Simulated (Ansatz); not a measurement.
# BaTiO3 (P1) in Ansatz: further runs, part 2 of 2

Ansatz 0.2.0. Earlier steps stand in the parts before.

### Step 4. Relaxation of cell and atoms, PBEsol+D3(BJ)-ATM

input.yaml

```yaml
crystal:
  lattice:
    - [-3.80268156, -0.05658243, -0.02181512]
    - [-0.02191438, -0.03167986, -4.13033488]
    - [-0.11316485, -7.97351199, -0.06307272]
  atoms:
    - { symbol: Ba, position: [0.04486322, 0.90916552, 0.49511477] }
    - { symbol: Ba, position: [0.00814907, 0.9218096, 0.02441397] }
    - { symbol: Ti, position: [0.45719229, 0.52057169, 0.20538669] }
    - { symbol: Ti, position: [0.50231709, 0.47064326, 0.76225275] }
    - { symbol: O, position: [0.48144089, 0.03993233, 0.24039032] }
    - { symbol: O, position: [0.45628989, 0.07297889, 0.69356516] }
    - { symbol: O, position: [0.5380255, 0.54058565, 0.44980358] }
    - { symbol: O, position: [0.5290554, 0.55799572, 0.03050014] }
    - { symbol: O, position: [0.98202325, 0.45739828, 0.26038045] }
    - { symbol: O, position: [0.00064341, 0.50891906, 0.83819216] }
hamiltonian:
  xc: pbesol
  pseudopotentials: { kind: paw }
  dispersion: d3bjatm
kpoints:
  mp_grid: { grid: [7, 7, 4] }
scf:
  occupations: { method: fermi_dirac, width: 0.05 }
output:
  forces: true
  stress: true
  eigenvalues: true
relax:
  f_tol: 0.01
  max_steps: 40
  cell: { stress_tol: 0.05 }
```

Potentials or basis: Ansatz PAW.

Started as:

```sh
> ansatz run input.yaml --threads 4 --pin off --max-ram 11264MiB --backend cpu --events-out ev --progress --plain --runs-dir out
```

What it wrote:

```text
Warning: RAYON_NUM_THREADS=4 ignored (pool sized by the plan → 4); use --threads N
Engine: ansatz 0.2.0, aarch64-unknown-linux-gnu
Pseudopotentials: kind: paw
Pseudopotential: Ba, paw, valence charge 10, recommended cutoff 420 eV (normal), Ba.paw.azcp
Pseudopotential: Ti, paw, valence charge 12, recommended cutoff 420 eV (normal), Ti.paw.azcp
Pseudopotential: O, paw, valence charge 6, recommended cutoff 420 eV (normal), O.paw.azcp
Functional definition: PBEsol
  exchange = pbesol_x
  correlation = pbesol_c
Crystal: 10 atoms, lattice volume = 125.197 Å³
Basis set: ecut = 420 eV, 2447 PW (Γ), exchange–correlation on 54×60×108 points (8 copies of the dense FFT grid, shifted against one another)
[... 204 lines left out ...]
  k-point 2: bands = ["-45.3387", "-45.3387", "-21.7534", "-21.7533", "-21.7213", "-21.7213", "-21.7164", "-21.7164", "-13.7957", "-13.7957", "-6.2918", "-6.2918", "-5.4943", "-5.4943", "-5.3937", "-5.3936", "1.0180", "1.0180", "1.0223", "1.0223", "1.1769", "1.1769", "7.4662", "7.4663", "8.1693", "8.1693", "8.1832", "8.1832", "8.8408", "8.8409", "8.8789", "8.8789", "9.0611", "9.0612", "9.4213", "9.4214", "10.0853", "10.0854", "10.1251", "10.1252", "12.8682", "12.8684", "13.6546", "13.6546", "13.7070", "13.7070", "15.1527", "15.1528", "16.3290", "16.3290"]
  k-point 98: bands = ["-45.3378", "-45.3371", "-21.7788", "-21.7762", "-21.7703", "-21.7313", "-21.7282", "-21.7261", "-13.6949", "-13.6297", "-6.2941", "-5.8816", "-5.4406", "-5.3989", "-5.3536", "-5.2487", "0.7381", "0.7886", "0.9235", "1.1299", "1.1849", "1.3215", "6.4586", "6.5980", "6.9143", "6.9734", "7.5004", "7.8548", "7.9088", "7.9258", "8.0436", "8.2843", "8.6246", "9.1344", "9.4314", "9.6424", "9.7025", "9.7042", "9.8574", "10.4435", "13.4630", "14.3749", "14.4266", "14.4647", "14.5435", "14.8094", "15.8477", "16.4890", "17.3903", "18.1052"]
--- Relaxed structure (9 steps of the walk, 9 accepted, 2 SCFs on fresh bases) ---
  F+E_penalty+E_count = -20057.48614572 eV   max|allowed force component| = 2.918e-4 eV/Å   (the final SCF, on the basis selected at the relaxed cell)
  cell:  # Å, volume = 123.9368 Å³
    - [-3.9542718499707226, -0.0022946894029901113, -0.00218901805819835]
    - [-0.0024314797852017997, -0.0026759916570988015, -3.9592691476370567]
    - [-0.004704891564364271, -7.9162416714085335, -0.004950095306497232]
  atoms:
    - { symbol: Ba, position: [-0.004182458162812185, 0.995395141439247, 0.49774246625505825] }
    - { symbol: Ba, position: [-0.004183103752937161, 0.9953930017251421, -0.002258469305659513] }
    - { symbol: Ti, position: [0.4874203371236308, 0.48629551185799996, 0.24326673043458077] }
    - { symbol: Ti, position: [0.487425965794202, 0.48630451476598346, 0.743266907993254] }
    - { symbol: O, position: [0.5043304066366392, 0.00885976758453323, 0.25228532151105426] }
    - { symbol: O, position: [0.5043278626145694, 0.008857700421509856, 0.7522860466926823] }
    - { symbol: O, position: [0.5043519051845337, 0.5046598875572318, 0.5043455570195864] }
    - { symbol: O, position: [0.504352704379223, 0.5046592461032714, 0.00434455632075389] }
    - { symbol: O, position: [1.008078383131846, 0.5047901179814249, 0.2523605260043042] }
    - { symbol: O, position: [0.008078007051105479, 0.504785110563657, 0.7523603470743857] }
```

Wall time 4.3 min (4 threads of Arm Neoverse V1, shared host); peak memory 0.8 GiB.

What came out:

```
Free energy                            : -20057.4861 eV
Relaxed volume                         : 12.39 Å³/atom
Relaxed cell                           : a = 3.954 Å, b = 3.959 Å, c = 7.916 Å, α = 89.93°, β = 89.93°, γ = 89.93°
Space group after relaxing (to 0.05 Å) : R3m (No. 160)
Energy gained by relaxing              : 1004.6 meV/atom
Ionic steps                            : 11
Pressure after relaxing                : 0.0 GPa
Band gap on the k mesh                 : 2.19 eV, indirect (least direct gap 2.35 eV)
```

The path:
| step | energy change (eV) | largest force (eV/Å) | volume (Å³) |
| --- | --- | --- | --- |
| 1 | 0.0000 | 26.3268 | 125.20 |
| 2 | -6.1960 | 10.9150 | 129.67 |
| 3 | -8.9289 | 3.2641 | 127.90 |
| 4 | -9.7897 | 1.3517 | 127.29 |
| 5 | -10.0314 | 0.1172 | 123.62 |
| 6 | -10.0380 | 0.0453 | 123.98 |
| 7 | -10.0387 | 0.0028 | 123.93 |
| 8 | -10.0441 | 0.0033 | 123.93 |
| 9 | -10.0452 | 0.0031 | 123.96 |
| 10 | -10.0452 | 0.0003 | 123.94 |
| 11 | -10.0457 | 0.0003 | 123.94 |

Final structure:
```yaml
crystal:
  lattice:
    - [-3.95427, -0.00229, -0.00219]
    - [-0.00243, -0.00268, -3.95927]
    - [-0.00470, -7.91624, -0.00495]
  atoms:
    - { symbol: Ba, position: [0.99582, 0.99540, 0.49774] }
    - { symbol: Ba, position: [0.99582, 0.99539, 0.99774] }
    - { symbol: Ti, position: [0.48742, 0.48630, 0.24327] }
    - { symbol: Ti, position: [0.48743, 0.48630, 0.74327] }
    - { symbol: O, position: [0.50433, 0.00886, 0.25229] }
    - { symbol: O, position: [0.50433, 0.00886, 0.75229] }
    - { symbol: O, position: [0.50435, 0.50466, 0.50435] }
    - { symbol: O, position: [0.50435, 0.50466, 0.00434] }
    - { symbol: O, position: [0.00808, 0.50479, 0.25236] }
    - { symbol: O, position: [0.00808, 0.50479, 0.75236] }
```

Caveat: odd divisions of the mesh miss points on the zone boundary, where band edges often lie, so the gap on the mesh can be too wide; the plane-wave basis is chosen anew once the cell has moved, so the energies of steps on either side of that aren't comparable; the pressure holds a Pulay correction of +0.6 GPa for the finite cutoff; spin-orbit coupling is left out, which moves the levels of the heavy elements; the PAW data sets come from PBE, with cores solved anew for the run's functional, which leaves a small shift of forces and pressure. A k mesh can miss the band edges.

### Step 5. Relaxation of cell and atoms, PBEsol+D4

Changes to input.yaml since step 4:

```diff
@@ -19,3 +19,3 @@
   pseudopotentials: { kind: paw }
-  dispersion: d3bjatm
+  dispersion: d4
 kpoints:
```

Potentials or basis: Ansatz PAW.

Started as:

```sh
> ansatz run input.yaml --threads 4 --pin off --max-ram 11264MiB --backend cpu --events-out ev --progress --plain --runs-dir out
```

What it wrote:

```text
Warning: RAYON_NUM_THREADS=4 ignored (pool sized by the plan → 4); use --threads N
Engine: ansatz 0.2.0, aarch64-unknown-linux-gnu
Pseudopotentials: kind: paw
Pseudopotential: Ba, paw, valence charge 10, recommended cutoff 420 eV (normal), Ba.paw.azcp
Pseudopotential: Ti, paw, valence charge 12, recommended cutoff 420 eV (normal), Ti.paw.azcp
Pseudopotential: O, paw, valence charge 6, recommended cutoff 420 eV (normal), O.paw.azcp
Functional definition: PBEsol
  exchange = pbesol_x
  correlation = pbesol_c
Crystal: 10 atoms, lattice volume = 125.197 Å³
Basis set: ecut = 420 eV, 2447 PW (Γ), exchange–correlation on 54×60×108 points (8 copies of the dense FFT grid, shifted against one another)
Bands: 50, of which v1, the nominal top of the filled ones, is band 40 counted from 1 (39 counted from 0)
[... 217 lines left out ...]
  k-point 2: bands = ["-45.4890", "-45.4886", "-21.9029", "-21.9025", "-21.8726", "-21.8722", "-21.8670", "-21.8666", "-13.9817", "-13.9810", "-6.4104", "-6.4102", "-5.6192", "-5.6190", "-5.5285", "-5.5274", "0.8368", "0.8376", "0.8406", "0.8413", "0.9874", "0.9880", "7.3276", "7.3284", "8.0251", "8.0253", "8.0418", "8.0421", "8.6762", "8.6767", "8.7102", "8.7109", "8.9346", "8.9351", "9.2607", "9.2610", "9.8898", "9.8902", "9.9330", "9.9334", "12.7901", "12.7907", "13.5159", "13.5163", "13.5821", "13.5825", "15.0103", "15.0107", "16.1494", "16.1498"]
  k-point 98: bands = ["-45.4880", "-45.4872", "-21.9270", "-21.9248", "-21.9185", "-21.8818", "-21.8783", "-21.8760", "-13.8861", "-13.8240", "-6.4066", "-6.0031", "-5.5685", "-5.5346", "-5.4919", "-5.3927", "0.5636", "0.6113", "0.7453", "0.9403", "0.9967", "1.1274", "6.3433", "6.4820", "6.7924", "6.8664", "7.3606", "7.7241", "7.7642", "7.8134", "7.9026", "8.1385", "8.4889", "8.9651", "9.2785", "9.4862", "9.5493", "9.5565", "9.7008", "10.2817", "13.3477", "14.2040", "14.2557", "14.3115", "14.3827", "14.6415", "15.6801", "16.2887", "17.1664", "17.9012"]
--- Relaxed structure (9 steps of the walk, 9 accepted, 3 SCFs on fresh bases) ---
  F+E_penalty+E_count = -20056.23888669 eV   max|allowed force component| = 2.126e-3 eV/Å   (the final SCF, on the basis selected at the relaxed cell)
  cell:  # Å, volume = 125.2318 Å³
    - [-3.968717464795951, -0.003254634474202514, -0.0031971064451686328]
    - [-0.003527431936332478, -0.0037028210679037957, -3.972336355422203]
    - [-0.006745253935954939, -7.943638383841352, -0.0069409767157697505]
  atoms:
    - { symbol: Ba, position: [-0.005187999492034248, 0.9944893539763617, 0.4972661204351976] }
    - { symbol: Ba, position: [-0.005188726762935824, 0.9944859589648045, -0.0027303523929638395] }
    - { symbol: Ti, position: [0.48518228683044323, 0.4844699531958686, 0.24226748799712422] }
    - { symbol: Ti, position: [0.48516929070391174, 0.48446644889908563, 0.7422817173830257] }
    - { symbol: O, position: [0.5050234276475116, 0.010499287871319088, 0.25259583578418676] }
    - { symbol: O, position: [0.5050179624891018, 0.010501227835216072, 0.752587543623484] }
    - { symbol: O, position: [0.5050393641150175, 0.5052223661440183, 0.5052174128242318] }
    - { symbol: O, position: [0.5050288320732123, 0.5052172849681836, 0.005211979845200142] }
    - { symbol: O, position: [1.0099569475244234, 0.505323762149294, 0.2526560065221844] }
    - { symbol: O, position: [0.009958624871348453, 0.5053243559958477, 0.7526462379783293] }
```

Wall time 4.7 min (4 threads of Arm Neoverse V1, shared host); peak memory 0.8 GiB.

Results:

| Item | Value |
| --- | --- |
| Free energy | -20056.2389 eV |
| Relaxed volume | 12.52 Å³/atom |
| Relaxed cell | a = 3.969 Å, b = 3.972 Å, c = 7.944 Å, α = 89.90°, β = 89.90°, γ = 89.90° |
| Space group after relaxing (to 0.05 Å) | R3m (No. 160) |
| Energy gained by relaxing | 1001.4 meV/atom |
| Ionic steps | 12 |
| Pressure after relaxing | 0.0 GPa |
| Band gap on the k mesh | 2.27 eV, indirect (least direct gap 2.48 eV) |

Forces on the atoms (eV/Å):
```
Ba   0.001  0.000  0.000
Ba   0.001  0.000  0.000
Ti   0.000 -0.002  0.000
Ti   0.000  0.002  0.000
O    0.000  0.001  0.000
O    0.000 -0.001  0.001
O    0.000  0.000  0.000
O    0.000  0.000  0.000
O    0.000  0.001  0.000
O    0.000 -0.001  0.000
```

Step by step:
```
step  energy change (eV)  largest force (eV/Å)  volume (Å³)
   1              0.0000               26.3020       125.20
   2             -6.2718               10.8191       130.30
   3             -8.9339                3.2216       128.89
   4             -9.7772                1.2934       128.46
   5             -9.9964                0.1408       125.28
   6            -10.0023                0.0385       125.16
   7            -10.0027                0.0023       125.17
   8            -10.0122                0.0033       125.17
   9            -10.0138                0.0059       125.24
  10            -10.0143                0.0061       125.24
  11            -10.0145                0.0022       125.23
  12            -10.0145                0.0021       125.23
```

Final structure:
```
Ba Ti O
1.0
    -3.96872   -0.00325   -0.00320
    -0.00353   -0.00370   -3.97234
    -0.00675   -7.94364   -0.00694
Ba Ti O
2 2 6
Direct
  0.99481 0.99449 0.49727
  0.99481 0.99449 0.99727
  0.48518 0.48447 0.24227
  0.48517 0.48447 0.74228
  0.50502 0.01050 0.25260
  0.50502 0.01050 0.75259
  0.50504 0.50522 0.50522
  0.50503 0.50522 0.00521
  0.00996 0.50532 0.25266
  0.00996 0.50532 0.75265
```

Caveat: odd divisions of the mesh miss points on the zone boundary, where band edges often lie, so the gap on the mesh can be too wide; the plane-wave basis is chosen anew once the cell has moved, so the energies of steps on either side of that aren't comparable; the pressure holds a Pulay correction of +0.6 GPa for the finite cutoff; spin-orbit coupling is left out, which moves the levels of the heavy elements; the PAW data sets come from PBE, with cores solved anew for the run's functional, which leaves a small shift of forces and pressure. A k mesh can miss the band edges.

### Step 6. The runs side by side

| level | gap on the mesh (eV) | pressure (GPa) | relaxed volume (Å³/atom) |
| --- | --- | --- | --- |
| PBEsol | 2.35 | 0.0 | 12.69 |
| PBEsol+D3(BJ) | 2.17 | 0.0 | 12.35 |
| PBEsol+D3(BJ)-ATM | 2.19 | 0.0 | 12.39 |
| PBEsol+D4 | 2.27 | 0.0 | 12.52 |

Alike in all rows: task relaxation of cell and atoms; potentials or basis Ansatz PAW; no spin polarisation; cell relaxed from: all atoms moved at random, sigma 0.25 Å a component, cell strained at random, sigma 0.06; k mesh 7 × 7 × 4; cutoff (eV) 420; smearing fermi-dirac 0.05 eV.

Caveats: odd divisions of the mesh miss points on the zone boundary, where band edges often lie, so the gap on the mesh can be too wide; the plane-wave basis is chosen anew once the cell has moved, so the energies of steps on either side of that aren't comparable; spin-orbit coupling is left out, which moves the levels of the heavy elements; the PAW data sets come from PBE, with cores solved anew for the run's functional, which leaves a small shift of forces and pressure.

Total energies depend on the potentials used, so only differences within one code and one set of settings carry meaning.
